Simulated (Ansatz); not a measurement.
# PbS: the cost of one run

Computed with Ansatz 0.2.0, driven from Python. Level of theory: DFT LDA, plane waves, PAW.

### 1 The system

Symmetry: Cmc2_1, No. 36, orthorhombic system. Conventional cell: a = 4.114 Å, b = 7.132 Å, c = 7.560 Å, α = 90.00°, β = 90.00°, γ = 90.00°. Pb (site symmetry m) is surrounded by 6 S at 2.84 to 3.26 Å. S (site symmetry m) is surrounded by 6 Pb at 2.84 to 3.26 Å.

pbs.cif, read by the script:

```cif
data_PbS
_cell_length_a 4.116570
_cell_length_b 4.116570
_cell_length_c 7.559945
_cell_angle_alpha 90.00000
_cell_angle_beta 90.00000
_cell_angle_gamma 120.04317
_symmetry_space_group_name_H-M 'P 1'
_symmetry_Int_Tables_number 1
loop_
_symmetry_equiv_pos_as_xyz
'x, y, z'
loop_
_atom_site_label
_atom_site_type_symbol
_atom_site_fract_x
_atom_site_fract_y
_atom_site_fract_z
Pb1 Pb    0.001032    0.998968    0.486732
Pb2 Pb    0.998968    0.001032    0.986732
S3 S    0.667145    0.332855    0.692468
S4 S    0.332855    0.667145    0.192468
```

### 2 The code

Contents of run_ecut.py:

```python
"""Convergence of PbS with the plane-wave cutoff."""

import warnings

import ansatz as az
from ase.io import read
from tabulate import tabulate

SETTINGS = {
    "xc": "lda",
    "kmesh": (6, 6, 4),
    "smearing": "fixed",
}

warnings.simplefilter("ignore", az.DeckWarning)

atoms = read("pbs.cif")
structure = az.Crystal.from_ase(atoms)

calc = (
    structure.calculation()
    .functional(SETTINGS["xc"])
    .kpoints(mesh=SETTINGS["kmesh"], center="gamma")  # the mesh must be finer for metals
    .occupations(SETTINGS["smearing"])  # whole-number filling, right only where there is a gap
    .band_table()  # levels at the mesh points
)

rows = []
for value in [250, 325, 400, 475, 550]:
    data = calc.basis(value).run(threads=1).report
    rows.append((value, data["free_energy_ev"] / len(data["lattice"]["sites"]), data["n_iterations"], data["gap_by_band_count_ev"], data["n_pw"]))

print(tabulate(rows, headers=["cutoff (eV)", "F/atom (eV)", "iterations", "gap by band count (eV)", "plane waves"], floatfmt=".4f", tablefmt="plain"))

# differences from the last row
for row in rows[:-1]:
    shift = 1000 * (row[1] - rows[-1][1])
    print(f"{row[0]}: {shift:+.2f} meV/atom" + ("  (within 1 meV)" if abs(shift) < 1 else ""))
```

### 3 What the engine is handed

The package turns the script's settings into the engine's input (first run):

```yaml
crystal:
  lattice:
    - [4.11657, 0.0, 0.0]
    - [-2.0609705363813267, 3.5635023520503064, 0.0]
    - [0.0, 0.0, 7.559945]
  atoms:
    - { symbol: Pb, position: [0.0010320000000000721, 0.9989680000000001, 0.4867319999999999] }
    - { symbol: Pb, position: [0.998968, 0.001032, 0.986732] }
    - { symbol: S, position: [0.6671449999999999, 0.332855, 0.692468] }
    - { symbol: S, position: [0.3328550000000001, 0.6671450000000001, 0.192468] }
basis:
  ecutwfc: 250.0
kpoints:
  mp_grid:
    grid: [6, 6, 4]
    shift: [0.0, 0.0, 0.0]
hamiltonian:
  xc: lda
scf:
  occupations:
    method: fixed
output:
  eigenvalues: true
```

### 4 Running it

The run is started by

```bash
python run_ecut.py
```

Q: Estimate wall time and peak memory on 1 thread of Arm Neoverse V2, shared host.

About 29 s, with a peak of 0.52 GiB.
